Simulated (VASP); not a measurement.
# SiC (F-43m) in VASP: elastic constants with LDA

Aim: the elastic constants of SiC with LDA.

All numbers are computed with VASP 6.6.1; they aren't measurements. Logs are shortened: lines on timing, memory, paths and dates and some standing lists are left out, and cuts for length are marked.

## 1. The structure

The structure is cubic, space group F-43m (No. 216). Conventional cell: a = 4.358 Å, b = 4.358 Å, c = 4.358 Å, α = 90.00°, β = 90.00°, γ = 90.00°. Around Si (site symmetry -43m) lie 4 C at 1.89 Å. Around C (site symmetry -43m) lie 4 Si at 1.89 Å.

## 2. Elastic constants, LDA

The input, POSCAR:

```
SiC
1.0
    0.0000000000      2.1790000000      2.1790000000
    2.1790000000      0.0000000000      2.1790000000
    2.1790000000      2.1790000000      0.0000000000
Si C
1 1
Direct
    0.0000000000      0.0000000000      0.0000000000
    0.2500000000      0.2500000000      0.2500000000
```

The input, INCAR.step1:

```
SYSTEM = SiC
PREC     = Accurate       ! precision mode
ENCUT    = 600            ! plane-wave cutoff, eV
EDIFF    = 1E-8           ! SCF threshold, eV
ISMEAR   = 0              ! smearing method
SIGMA    = 0.02           ! smearing width, eV
LREAL    = .FALSE.        ! projectors in reciprocal space
LASPH    = .TRUE.         ! aspherical terms in the spheres
NELM     = 60             ! most SCF steps
ALGO     = Normal         ! electronic algorithm
ISIF     = 3              ! what is computed and relaxed
LWAVE    = .FALSE.        ! write WAVECAR
LCHARG   = .FALSE.        ! write CHGCAR
GGA      = CA             ! functional
IBRION   = 2              ! ionic algorithm
NSW      = 40             ! ionic steps
EDIFFG   = -0.002         ! ionic threshold
```

The input, INCAR.step2:

```
SYSTEM = SiC
PREC     = Accurate       ! precision mode
ENCUT    = 600            ! plane-wave cutoff, eV
EDIFF    = 1E-8           ! SCF threshold, eV
ISMEAR   = 0              ! smearing method
SIGMA    = 0.02           ! smearing width, eV
LREAL    = .FALSE.        ! projectors in reciprocal space
LASPH    = .TRUE.         ! aspherical terms in the spheres
NELM     = 60             ! most SCF steps
ALGO     = Normal         ! electronic algorithm
ISIF     = 3              ! what is computed and relaxed
LWAVE    = .FALSE.        ! write WAVECAR
LCHARG   = .FALSE.        ! write CHGCAR
GGA      = CA             ! functional
IBRION   = 6              ! ionic algorithm
NFREE    = 2            
POTIM    = 0.015          ! step
NSW      = 1              ! ionic steps
```

The input, KPOINTS:

```
Automatic mesh
0
G
  10 10 10
  0 0 0
```

Potentials or basis: VASP PAW LDA potentials, release 64 (Si, C).

Launch:

```
$ cat potpaw_LDA.64/Si/POTCAR potpaw_LDA.64/C/POTCAR > POTCAR
$ cp INCAR.step1 INCAR
$ mpirun -np 1 vasp_std > vasp.out
$ cp CONTCAR POSCAR
$ cp INCAR.step2 INCAR
$ mpirun -np 1 vasp_std > vasp.out
```

OUTCAR:

```text
SYSTEM = SiC
   PREC = Accurate
   ENCUT = 600
   EDIFF = 1E-8
   ISMEAR = 0
   LREAL = .FALSE.
   LASPH = .TRUE.
   NELM = 60
   ISIF = 3
   GGA = CA
   IBRION = 6
   NFREE = 2
   POTIM = 0.015
   NSW = 1

 ion  position               nearest neighbor table
   1  0.000  0.000  0.000-   2 1.88   2 1.88   2 1.88   2 1.88
   2  0.250  0.250  0.250-   1 1.88   1 1.88   1 1.88   1 1.88

  LATTYP: Found a face centered cubic cell.
 ALAT       =     4.3305723923

  Lattice vectors:

 A1 = (   0.0000000000,   2.1652861961,   2.1652861961)
 A2 = (   2.1652861961,   0.0000000000,   2.1652861961)
 A3 = (   2.1652861961,   2.1652861961,   0.0000000000)

Analysis of symmetry for initial positions (statically):
=====================================================================
 Subroutine PRICEL returns:
 Original cell was already a primitive cell.

 Routine SETGRP: Setting up the symmetry group for a
 face centered cubic supercell.

 Subroutine GETGRP returns: Found 24 space group operations
 (whereof 24 operations were pure point group operations)
 out of a pool of 48 trial point group operations.

The static configuration has the point symmetry T_d .

Analysis of symmetry for dynamics (positions and initial velocities):
=====================================================================
 Subroutine PRICEL returns:
 Original cell was already a primitive cell.

 Routine SETGRP: Setting up the symmetry group for a
 face centered cubic supercell.

 Subroutine GETGRP returns: Found 24 space group operations
 (whereof 24 operations were pure point group operations)
 out of a pool of 48 trial point group operations.

The dynamic configuration has the point symmetry T_d .

 Subroutine INISYM returns: Found 24 space group operations
 (whereof 24 operations are pure point group operations),
 and found     1 'primitive' translations

----------------------------------------------------------------------------------------

                                     Primitive cell

  volume of cell :      20.3037

  direct lattice vectors                    reciprocal lattice vectors
     0.000000000  2.165286196  2.165286196    -0.230916357  0.230916357  0.230916357
     2.165286196  0.000000000  2.165286196     0.230916357 -0.230916357  0.230916357
     2.165286196  2.165286196  0.000000000     0.230916357  0.230916357 -0.230916357

  length of vectors
     3.062177105  3.062177105  3.062177105     0.399958862  0.399958862  0.399958862

  position of ions in fractional coordinates (direct lattice)
     0.000000000  0.000000000  0.000000000
     0.250000000  0.250000000  0.250000000

  ion indices of the primitive-cell ions
   primitive index   ion index
                 1           1
                 2           2

----------------------------------------------------------------------------------------

 KPOINTS: Automatic mesh

Automatic generation of k-mesh.
 Grid dimensions read from file:
 generate k-points for:   10   10   10

 Generating k-lattice:

  Cartesian coordinates                     Fractional coordinates (reciprocal lattice)
[... 104 lines left out ...]
  ---------------------------------------------------
  ext. energy  EPLUGINS =         0.00000000
  ---------------------------------------------------
  free energy    TOTEN  =       -16.64467093 eV

  energy without entropy =      -16.64467093  energy(sigma->0) =      -16.64467093

------------------------ aborting loop because EDIFF is reached ----------------------------------------

  FORCE on cell =-STRESS in cart. coord.  units (eV):
  Direction    XX          YY          ZZ          XY          YZ          ZX
  --------------------------------------------------------------------------------------
  -------------------------------------------------------------------------------------
  Total       -0.0004996     -0.0004996     -0.0004996      0.0000000      0.0000000      0.0000000
  in kB       -0.0394204     -0.0394204     -0.0394204      0.0000000      0.0000000      0.0000000
  external PRESSURE =      -0.0394204 kB  Pullay stress =       0.0000000 kB
[... 89 lines left out ...]
  FREE ENERGIE OF THE ION-ELECTRON SYSTEM (eV)
  ---------------------------------------------------
  free  energy   TOTEN  =       -16.6389179857 eV

  energy  without entropy=      -16.6389179857  energy(sigma->0) =      -16.63891799

[... ionic steps 4 to 14 ...]

--------------------------------------- Ionic step       15  -------------------------------------------

 number of electron       8.0000000 magnetization

------------------------ aborting loop because EDIFF is reached ----------------------------------------
[... 67 lines left out ...]
--------------------------------------- Ionic step       17  -------------------------------------------

 number of electron       8.0000000 magnetization

 Free energy of the ion-electron system (eV)
  ---------------------------------------------------
  ext. energy  EPLUGINS =         0.00000000
  ---------------------------------------------------
  free energy    TOTEN  =       -16.64246165 eV

  energy without entropy =      -16.64246165  energy(sigma->0) =      -16.64246165

 E-fermi :   8.4493     XC(G=0): -11.6372

 val. band max:        8.3487494369   @ k =   0.0000   0.0000   0.0000
 cond. band min:       9.5659669445   @ k =   0.5000   0.5000   0.0000
 fundamental gap:      1.2172175076
 Fermi energy:         8.4493298278

 k-point     1 :       0.0000    0.0000    0.0000
  band No.  band energies     occupation
      1      -7.1865      2.00000
      2       8.2055      2.00000
      3       8.2783      2.00000
      4       8.3487      2.00000
      5      14.7918      0.00000
      6      15.5726      0.00000
      7      15.6014      0.00000
      8      15.6322      0.00000
[... 243 lines left out ...]
 k-point    24 :       0.4000    0.3000    0.0000
  band No.  band energies     occupation
      1      -3.9724      2.00000
      2       2.7000      2.00000
      3       5.1007      2.00000
      4       5.6157      2.00000
      5      11.0907      0.00000
      6      13.8593      0.00000
      7      19.9656      0.00000
      8      20.2605      0.00000

 [... further k-points ...]
[... 5 lines left out ...]
  --------------------------------------------------------------------------------------
  -------------------------------------------------------------------------------------
  Total       -0.0008857      0.0047122      0.0047122      0.0000000      0.1302605      0.0000000
  in kB       -0.0698928      0.3718384      0.3718384      0.0000000     10.2789180      0.0000000
  external PRESSURE =       0.2245946 kB  Pullay stress =       0.0000000 kB
[... 17 lines left out ...]
  FREE ENERGIE OF THE ION-ELECTRON SYSTEM (eV)
  ---------------------------------------------------
  free  energy   TOTEN  =       -16.6424616510 eV

  energy  without entropy=      -16.6424616510  energy(sigma->0) =      -16.64246165

 INTERNAL STRAIN TENSORS FROM STRAINED CELLS
 ============================================

 INTERNAL STRAIN TENSOR FOR ION    1 for displacements in x,y,z  (eV/Angst):
          X           Y           Z          XY          YZ          ZX
  --------------------------------------------------------------------------------
  x    -0.00000     0.00000     0.00000    -0.00000     8.68575     0.00000
  y    -0.00000    -0.00000     0.00000    -0.00000     0.00000     8.68533
  z     0.00000     0.00000     0.00000     8.68523    -0.00000     0.00000

 INTERNAL STRAIN TENSORS FROM DISPLACED ATOMS
 ============================================

 INTERNAL STRAIN TENSOR FOR ION    1 for displacements in x,y,z  (eV/Angst):
          X           Y           Z          XY          YZ          ZX
  --------------------------------------------------------------------------------
  x    -0.00000     0.00000     0.00000     0.00000     8.68076     0.00000
  y     0.00000    -0.00000     0.00000     0.00000     0.00000     8.68076
  z     0.00000     0.00000    -0.00000     8.68076     0.00000     0.00000

 INTERNAL STRAIN TENSOR FOR ION    2 for displacements in x,y,z  (eV/Angst):
          X           Y           Z          XY          YZ          ZX
  --------------------------------------------------------------------------------
  x     0.00000     0.00000     0.00000     0.00000    -8.68178     0.00000
  y     0.00000     0.00000     0.00000     0.00000     0.00000    -8.68178
  z     0.00000     0.00000     0.00000    -8.68178     0.00000     0.00000

 Eigenvectors and eigenvalues of the dynamical matrix
 ----------------------------------------------------

   1 f  =   23.882487 THz   150.058094 2PiTHz  796.634028 cm-1    98.769987 meV
             X         Y         Z           dx          dy          dz
      0.000000  0.000000  0.000000    -0.547313    0.000000    0.000000
      1.082643  1.082643  1.082643     0.836928    0.000000    0.000000
[... 21 lines left out ...]
   6 f/i=    0.000113 THz     0.000712 2PiTHz    0.003780 cm-1     0.000469 meV
             X         Y         Z           dx          dy          dz
      0.000000  0.000000  0.000000    -0.836928    0.000000    0.000000
      1.082643  1.082643  1.082643    -0.547313    0.000000    0.000000

--------------------------------------------------------------------------------------------------------

 ELASTIC MODULI CONTR FROM IONIC RELAXATION (kBar)
 Direction    XX          YY          ZZ          XY          YZ          ZX
 --------------------------------------------------------------------------------
 XX          -0.0000      0.0000      0.0000      0.0000      0.0000      0.0000
 YY           0.0000     -0.0000     -0.0000      0.0000     -0.0000      0.0000
 ZZ           0.0000     -0.0000     -0.0000      0.0000     -0.0000      0.0000
 XY           0.0000      0.0000      0.0000   -302.8953     -0.0000     -0.0000
 YZ           0.0000     -0.0000     -0.0000     -0.0000   -302.8953      0.0000
 ZX           0.0000      0.0000      0.0000     -0.0000      0.0000   -302.8953
 --------------------------------------------------------------------------------

 TOTAL ELASTIC MODULI (kBar)
 Direction    XX          YY          ZZ          XY          YZ          ZX
 --------------------------------------------------------------------------------
 XX        4018.3577   1417.1076   1417.1076     -0.0000     -0.0000      0.0000
 YY        1417.1076   4018.3577   1417.1076      0.0000     -0.0000     -0.0000
 ZZ        1417.1076   1417.1076   4018.3577      0.0000      0.0000      0.0000
 XY          -0.0000      0.0000      0.0000   2526.5809     -0.0000     -0.0000
 YZ          -0.0000     -0.0000      0.0000     -0.0000   2526.5809      0.0000
 ZX           0.0000     -0.0000      0.0000     -0.0000      0.0000   2526.5809
 --------------------------------------------------------------------------------
```

It took 2.6 min on 1 thread of AMD EPYC 9R45 (Zen 5), shared host; peak memory 0.21 GiB.

Results:

```yaml
Relaxed_volume: 10.15 Å³/atom
Relaxed_cell: a = 3.062 Å, b = 3.062 Å, c = 3.062 Å, α = 60.00°, β = 60.00°, γ = 60.00°
Space_group_after_relaxing_to_0.05_Å: F-43m (No. 216)
Elastic_constants_C11_C12_C44: 402, 142, 253 GPa
Voigt_bulk_modulus: 228 GPa
Highest_phonon_frequency_at_Γ_LO-TO_splitting_left_out: 797 cm⁻¹
```

The path:
```
step  energy change (eV)  largest force (eV/Å)  pressure (GPa)  volume (Å³)
   1              0.0000                0.0000           -4.19        20.69
   2              0.0009                0.0000            4.84        19.89
   3             -0.0052                0.0000           -0.02        20.30
```

Final structure:
```yaml
crystal:
  lattice:
    - [0.00000, 2.16529, 2.16529]
    - [2.16529, 0.00000, 2.16529]
    - [2.16529, 2.16529, 0.00000]
  atoms:
    - { symbol: Si, position: [0.00000, 0.00000, 0.00000] }
    - { symbol: C, position: [0.25000, 0.25000, 0.25000] }
```

Phonon frequencies in cm⁻¹ (negative: imaginary):
```csv
q point,frequencies
"(0.000, 0.000, 0.000)",0 0 0 797 797 797
```

Elastic tensor in Voigt notation (GPa, in the Cartesian axes of the cell as first typed):
```
402 142 142   0   0   0
142 402 142   0   0   0
142 142 402   0   0   0
  0   0   0 253   0   0
  0   0   0   0 253   0
  0   0   0   0   0 253
```

Clamped-ion elastic tensor (GPa):
```
402 142 142   0   0   0
142 402 142   0   0   0
142 142 402   0   0   0
  0   0   0 283   0   0
  0   0   0   0 283   0
  0   0   0   0   0 283
```
